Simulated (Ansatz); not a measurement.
**CdS (Hawleyite) in Ansatz: the effect of functional**

Crystal: CdS (Hawleyite).

```
CELL_PARAMETERS angstrom
0.00000 2.91650 2.91650
2.91650 0.00000 2.91650
2.91650 2.91650 0.00000
ATOMIC_POSITIONS crystal
Cd 0.00000 0.00000 0.00000
S 0.75000 0.75000 0.75000
```

Alike in all runs:

* Program: Ansatz 0.2.0
* Task: single point
* Potentials or basis: all-electron PAW datasets made for the crystal
* k mesh: 4 × 4 × 4
* Occupations: fermi-dirac, width 0.05 eV
* Spin: no spin polarisation

```csv
functional,cutoff,gap on the mesh (eV),pressure (GPa)
PBE,260 eV (chosen from the basis error),?,?
HSE06,290 eV (chosen from the basis error),2.18,1.9
PBE0,290 eV (chosen from the basis error),2.85,1.7
```

**Question.** What does the run with functional PBE give?

**Answer.** gap on the mesh 1.13 eV; pressure 3.0 GPa.

Caveats: all runs use coarse meshes.

The runs don't all hold the same shells in valence.
